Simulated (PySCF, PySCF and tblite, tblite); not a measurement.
**aniline (C₆H₇N): conformers and averaged spectra**

Which conformers does aniline (C₆H₇N) (`Nc1ccccc1`) populate, and what do their averaged NMR parameters look like?

Computed with tblite 0.8.0 (tight binding) and PySCF 2.14.0 (DFT, with response routines of our own); each step states its level. Atoms count from 0 throughout.

## 1. The molecule as given

14 atoms, charge 0, multiplicity 1; geometry from: MMFF94s geometry.

Bonds of the start (Å): C1–C2 1.41, C1–C6 1.40, C2–C3 1.39, C2–H9 1.09, C3–C4 1.38, C3–H10 1.09, C4–C5 1.40, C4–H11 1.08, C5–C6 1.39, C5–H12 1.09, C6–H13 1.08, N0–C1 1.37, N0–H7 1.00, N0–H8 1.01.

## 2. GFN2-xTB relaxation, conformer 1

Job settings and geometry (Å):

```
{"job": {"xc": "GFN2-xTB", "basis": "xTB", "kind": "relax"}, "charge": 0, "multiplicity": 1}
N     -2.263700    -0.337600    -0.131900
C     -0.912500    -0.128900    -0.044800
C     -0.020200    -1.222300     0.011900
C      1.351600    -1.011000     0.063700
C      1.868200     0.273000     0.088600
C      0.999300     1.363800     0.018600
C     -0.375900     1.161600    -0.046100
H     -2.649700    -1.261900    -0.055500
H     -2.901800     0.447400    -0.095400
H     -0.419100    -2.235400    -0.001600
H      2.019200    -1.874900     0.109300
H      2.939500     0.429400     0.130700
H      1.396500     2.377200     0.030000
H     -1.032000     2.019200    -0.099900
```

Command:

```console
> OMP_NUM_THREADS=1 python ens_run.py task.json out
```

This one command runs the whole study; its stages follow in the order run.

The program printed:

```text
step      E/eV     max force
  0    -525.58756    0.643
  1    -525.59998    0.392
  2    -525.60639    0.239
  3    -525.61178    0.110
  4    -525.61254    0.116
  5    -525.61392    0.127
  6    -525.61575    0.153
  7    -525.61902    0.204
  8    -525.62166    0.179
  9    -525.62405    0.188
 10    -525.62684    0.142
 11    -525.62868    0.144
 12    -525.63032    0.101
 13    -525.63096    0.100
 14    -525.63136    0.075
 15    -525.63170    0.058
 16    -525.63226    0.035
 17    -525.63226    0.035
 18    -525.63235    0.025
 19    -525.63248    0.025
 20    -525.63257    0.030
 21    -525.63278    0.040
 22    -525.63294    0.035
 23    -525.63309    0.034
 24    -525.63320    0.028
 25    -525.63328    0.023
 26    -525.63335    0.019
 27    -525.63343    0.023
 28    -525.63354    0.033
 29    -525.63366    0.032
 30    -525.63376    0.023
 31    -525.63381    0.017
 32    -525.63385    0.019
 33    -525.63388    0.015
 34    -525.63390    0.012
 35    -525.63392    0.008
 36    -525.63393    0.009
 37    -525.63394    0.009
 38    -525.63394    0.009
 39    -525.63395    0.007
 40    -525.63395    0.006
 41    -525.63395    0.005
 42    -525.63396    0.003
```

Run time: 0.23 s. Hardware: 1 thread of AMD EPYC 7R43, shared host.

Gain 0.046 eV; displacement 0.05 Å root mean square.

## 3. Shieldings, conformer 1: PBE0/pcSseg-1 in chloroform

Job settings and geometry (Å):

```
{"job": {"xc": "PBE0", "basis": "pcSseg-1", "solvent": "chloroform", "kind": "nmr", "pop": true}, "charge": 0, "multiplicity": 1}
N     -2.257724    -0.335256    -0.246391
C     -0.900453    -0.133448    -0.086109
C     -0.025382    -1.217520    -0.014581
C      1.337289    -1.011727     0.071230
C      1.854393     0.273062     0.090111
C      0.991374     1.354165     0.021124
C     -0.372609     1.157666    -0.064989
H     -2.609313    -1.236982     0.032205
H     -2.854342     0.438861    -0.003291
H     -0.425857    -2.221764    -0.028330
H      2.001401    -1.862282     0.127240
H      2.920120     0.430265     0.159791
H      1.383978     2.360692     0.037971
H     -1.043554     2.003796    -0.118145
```

The program printed:

```text
coarse grid: 11920 points
cycle   1  E = -287.1519791788  dE =  1.248e+00  |g| = 4.054e-01  |ddm| = 3.649e+00
cycle   2  E = -287.1543444017  dE = -2.365e-03  |g| = 4.131e-01  |ddm| = 8.451e-01
cycle   3  E = -287.1961618956  dE = -4.182e-02  |g| = 4.514e-02  |ddm| = 3.672e-01
cycle   4  E = -287.1964007659  dE = -2.389e-04  |g| = 3.291e-02  |ddm| = 6.609e-02
cycle   5  E = -287.1966925878  dE = -2.918e-04  |g| = 4.051e-03  |ddm| = 3.454e-02
cycle   6  E = -287.1966963425  dE = -3.755e-06  |g| = 1.506e-03  |ddm| = 4.466e-03
final grid: 115848 points
cycle   7  E = -287.2351768673  dE = -3.108e-05  |g| = 7.638e-03  |ddm| = 4.454e-02
cycle   8  E = -287.2351757696  dE =  1.098e-06  |g| = 8.226e-03  |ddm| = 1.364e-02
cycle   9  E = -287.2351908148  dE = -1.505e-05  |g| = 7.804e-04  |ddm| = 6.374e-03
cycle  10  E = -287.2351909520  dE = -1.372e-07  |g| = 2.436e-04  |ddm| = 8.522e-04
cycle  11  E = -287.2351909657  dE = -1.367e-08  |g| = 5.398e-05  |ddm| = 2.261e-04
cycle  12  E = -287.2351909662  dE = -5.236e-10  |g| = 2.785e-05  |ddm| = 7.099e-05
converged SCF energy = -287.2351909662

GIAO shielding tensors (ppm)
atom      isotropic    diamagn.    paramagn.     s11        s22        s33       span
  0 N      190.793     317.878    -127.085    156.290    163.897    252.193     95.903
  1 C       33.498     253.100    -219.602    -57.908      3.944    154.456    212.364
  2 C       69.935     252.696    -182.760    -18.541     62.295    166.052    184.592
  3 C       51.675     252.981    -201.306    -60.199     38.137    177.087    237.286
  4 C       66.211     253.453    -187.242    -36.970     55.888    179.715    216.685
  5 C       51.693     252.982    -201.289    -60.173     38.152    177.101    237.274
  6 C       69.943     252.691    -182.749    -18.532     62.288    166.072    184.604
  7 H       27.885      31.147      -3.262     21.024     26.612     36.018     14.994
  8 H       27.883      31.148      -3.265     21.022     26.610     36.018     14.995
  9 H       24.781      31.861      -7.080     21.066     24.807     28.471      7.405
 10 H       24.172      30.277      -6.105     21.128     24.609     26.778      5.650
 11 H       24.806      30.424      -5.618     21.745     25.892     26.781      5.035
 12 H       24.173      30.279      -6.106     21.129     24.611     26.779      5.649
 13 H       24.782      31.862      -7.080     21.066     24.808     28.472      7.406
```

It took 22 s on 1 thread of AMD EPYC 7R43, shared host; peak memory 0.85 GiB.

This run: HOMO -5.91 eV, LUMO -0.05 eV; dipole 2.19 D.

The fields below are evaluated on a grid from the run's orbitals.

Frontier orbitals at PBE0/pcSseg-1, with the share of their density that lies nearest to each atom:

```
orbital  energy (eV)                                       lies on
   HOMO        -5.91  N0 27 %; C4 19 %; C1, C2, C6 about 12 % each
   LUMO        -0.05                     4 C atoms about 18 % each
```

ELF in a plane through or near 14 of the atoms.

Values, 10 rows by 14 columns:
```
0.00 0.00 0.00 0.00 0.00 0.00 0.00 0.00 0.00 0.00 0.00 0.00 0.00 0.00
0.00 0.00 0.00 0.00 0.01 0.02 0.00 0.01 0.03 0.00 0.00 0.00 0.00 0.00
0.00 0.00 0.00 0.10 0.99 0.98 0.03 0.77 0.99 0.32 0.00 0.00 0.00 0.00
0.00 0.00 0.00 0.01 0.85 0.85 0.72 0.52 0.92 0.01 0.65 0.46 0.00 0.00
0.00 0.00 0.39 0.74 0.49 0.78 0.75 0.30 0.70 0.37 0.97 0.74 0.00 0.00
0.00 0.01 0.94 1.00 0.35 0.55 0.09 0.56 0.23 0.61 0.51 0.22 0.00 0.00
0.00 0.00 0.02 0.04 0.31 0.24 0.89 0.54 0.50 0.09 0.96 0.83 0.00 0.00
0.00 0.00 0.00 0.09 0.99 1.00 0.12 0.87 1.00 0.24 0.00 0.00 0.00 0.00
0.00 0.00 0.00 0.00 0.58 0.63 0.00 0.15 0.74 0.02 0.00 0.00 0.00 0.00
0.00 0.00 0.00 0.00 0.00 0.00 0.00 0.00 0.00 0.00 0.00 0.00 0.00 0.00
```
The map spans 11.1 Å across and 9.5 Å up, centred on the molecule. Atoms in the plane (x, y in Å): N0 (2.3, 0.0), C1 (0.9, 0.0), C2 (0.2, -1.2), C3 (-1.2, -1.2), C4 (-1.9, 0.0), C5 (-1.2, 1.2), C6 (0.2, 1.2), H7 (2.8, -0.8), H8 (2.8, 0.8), H9 (0.7, -2.1), H10 (-1.7, -2.1), H11 (-3.0, 0.0), H12 (-1.7, 2.1), H13 (0.7, 2.1).

log10 of the density (e/Å³) in the same plane.

Ten even steps from ' ' (-4.0) to '@' (1.9):
```
                                                        
                                                        
              ....::::......::::::....                  
            ..::--------::----------::..                
          ..::--==++++======++++++==--::..              
          ..--==++****++++++******++----::::..          
        ..::--==++**##******####**++========--::        
      ..::--====++**##@@####@@##**++++++++++==--..      
    ..::--==++++****####****####**++********++--..      
    ..::==++****##%%##**++++**########@@##**++--::..    
    ..::==++****##%%##**++++**##%%####@@##**++--::..    
    ..::--==++++****####****####**++********++--..      
      ..::----==++**##%%####@@##**++++++++++==--..      
        ..::--==++**##******####**++========--::        
          ..--==++****++++++******++----::::..          
          ..::--==++++======++++++==--::..              
            ..::--------::----------::..                
              ....::::......::::::....                  
                                                        
                                                        
```
The map spans 11.1 Å across and 9.5 Å up, centred on the molecule. Atoms in the plane (x, y in Å): N0 (2.3, 0.0), C1 (0.9, 0.0), C2 (0.2, -1.2), C3 (-1.2, -1.2), C4 (-1.9, 0.0), C5 (-1.2, 1.2), C6 (0.2, 1.2), H7 (2.8, -0.8), H8 (2.8, 0.8), H9 (0.7, -2.1), H10 (-1.7, -2.1), H11 (-3.0, 0.0), H12 (-1.7, 2.1), H13 (0.7, 2.1).

On the surface of density 0.002 e/bohr³ the electrostatic potential runs, from the 1st to the 99th percentile, from -1.20 V near N0 to 1.97 V near H8.

## 4. Couplings, conformer 1: B3LYP/6-31G*+pcJ-1

The job, as its differences from that of step 3:

```diff
@@ -1,2 +1,2 @@
-{"job": {"xc": "PBE0", "basis": "pcSseg-1", "solvent": "chloroform", "kind": "nmr", "pop": true}, "charge": 0, "multiplicity": 1}
+{"job": {"xc": "B3LYP", "basis": {"default": "6-31G*", "H": "pcJ-1"}, "nuclei": ["H", "F", "P", "Si", "B"], "kind": "j"}, "charge": 0, "multiplicity": 1}
 N     -2.257724    -0.335256    -0.246391
```

The program printed:

```text
coarse grid: 11920 points
cycle   1  E = -287.6004767065  dE =  1.210e+00  |g| = 4.928e-01  |ddm| = 3.668e+00
cycle   2  E = -287.5899720211  dE =  1.050e-02  |g| = 5.417e-01  |ddm| = 1.069e+00
cycle   3  E = -287.6664676235  dE = -7.650e-02  |g| = 6.597e-02  |ddm| = 5.750e-01
cycle   4  E = -287.6671490799  dE = -6.815e-04  |g| = 4.265e-02  |ddm| = 1.061e-01
cycle   5  E = -287.6676713178  dE = -5.222e-04  |g| = 5.163e-03  |ddm| = 4.972e-02
cycle   6  E = -287.6676782751  dE = -6.957e-06  |g| = 1.800e-03  |ddm| = 6.704e-03
final grid: 115848 points
cycle   7  E = -287.6105399591  dE = -3.177e-05  |g| = 7.015e-03  |ddm| = 3.170e-02
cycle   8  E = -287.6105359838  dE =  3.975e-06  |g| = 8.328e-03  |ddm| = 1.278e-02
cycle   9  E = -287.6105518302  dE = -1.585e-05  |g| = 9.200e-04  |ddm| = 6.890e-03
cycle  10  E = -287.6105520367  dE = -2.065e-07  |g| = 2.814e-04  |ddm| = 1.162e-03
cycle  11  E = -287.6105520556  dE = -1.894e-08  |g| = 1.066e-04  |ddm| = 3.539e-04
cycle  12  E = -287.6105520585  dE = -2.896e-09  |g| = 2.476e-05  |ddm| = 1.216e-04
cycle  13  E = -287.6105520587  dE = -1.512e-10  |g| = 6.719e-06  |ddm| = 2.743e-05
converged SCF energy = -287.6105520587

Indirect spin-spin couplings (Hz)
  i      j    bonds     total        FC       PSO       DSO        SD
  7 H    8 H    2      0.067     0.486     4.965    -5.384         -
  7 H    9 H    4      0.333    -0.274    -1.149     1.757         -
  7 H   10 H    5     -0.216     0.080     0.630    -0.926         -
  7 H   11 H    6     -0.496    -0.047     0.861    -1.310         -
  7 H   13 H    4     -0.643     0.086     1.439    -2.168         -
  8 H    9 H    4     -0.640     0.089     1.439    -2.167         -
  8 H   11 H    6     -0.496    -0.047     0.861    -1.310         -
  8 H   12 H    5     -0.216     0.080     0.630    -0.927         -
  8 H   13 H    4      0.331    -0.277    -1.149     1.756         -
  9 H   10 H    3      8.939     9.148     0.140    -0.349         -
  9 H   11 H    4      0.237     0.901     1.202    -1.866         -
  9 H   12 H    5     -0.183     0.486     1.215    -1.884         -
  9 H   13 H    4      1.793     2.489     1.299    -1.994         -
 10 H   11 H    3      8.363     8.593     0.233    -0.463         -
 10 H   12 H    4      0.566     1.236     1.239    -1.909         -
 10 H   13 H    5     -0.182     0.487     1.215    -1.884         -
 11 H   12 H    3      8.365     8.595     0.233    -0.463         -
 11 H   13 H    4      0.238     0.902     1.202    -1.866         -
 12 H   13 H    3      8.940     9.148     0.140    -0.349         -
```

It took 18 s on 1 thread of AMD EPYC 7R43, shared host; peak memory 0.85 GiB.

In short: HOMO -5.32 eV, LUMO 0.31 eV; dipole 1.75 D.

[end of part 1 of 2]
